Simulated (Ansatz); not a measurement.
# Mn (Mn, bcc): the cost of one run

Computed with Ansatz 0.2.0 (DFT RPBE, plane waves (420 eV) with PAW, scalar-relativistic; the PAW data stem from PBE, with regenerated cores, unless a step says otherwise).

### 1 The starting structure

Symmetry: Im-3m, No. 229, cubic system. The conventional cell has a = 2.864 Å, b = 2.864 Å, c = 2.864 Å, α = 90.00°, β = 90.00°, γ = 90.00°. Mn (site symmetry m-3m) has 8 Mn at 2.48 Å as nearest neighbours.

As a file:

```cif
data_structure
_symmetry_space_group_name_H-M 'Im-3m'
_symmetry_Int_Tables_number 229
_cell_length_a 2.8643
_cell_length_b 2.8643
_cell_length_c 2.8643
_cell_angle_alpha 90.000
_cell_angle_beta 90.000
_cell_angle_gamma 90.000
_cell_volume 23.50
loop_
_atom_site_label
_atom_site_type_symbol
_atom_site_symmetry_multiplicity
_atom_site_Wyckoff_symbol
_atom_site_fract_x
_atom_site_fract_y
_atom_site_fract_z
_atom_site_occupancy
Mn1 Mn 2 a 0.00000 0.00000 0.00000 1
```

The atoms start with moments of +3 μB.

### 2 Relaxing cell and atoms

File input.yaml:

```yaml
crystal:
  lattice:
    - [-1.4321439648, 1.4321439648, 1.4321439648]
    - [1.4321439648, -1.4321439648, 1.4321439648]
    - [1.4321439648, 1.4321439648, -1.4321439648]
  atoms:
    - { symbol: Mn, position: [0.0, 0.0, 0.0], spin: 3.0 }
hamiltonian:
  xc: rpbe
  pseudopotentials:
    kind: paw
    azcp:
      Mn: "pseudopotentials/Mn.paw.azcp"
basis:
  ecutwfc: 420
  fft_grid_basis: typed
kpoints:
  mp_grid: { grid: [15, 15, 15], shift: [0, 0, 0] }
magnetization:
  spin_polarized: true
scf:
  occupations: { method: fermi_dirac, width: 0.05 }
relax:
  max_steps: 60
  f_tol: 0.01
  cell: {}
```

What time and memory should one allow on 2 threads of Arm Neoverse V2, shared host?

About 7.4 s, with a peak of 0.28 GiB.
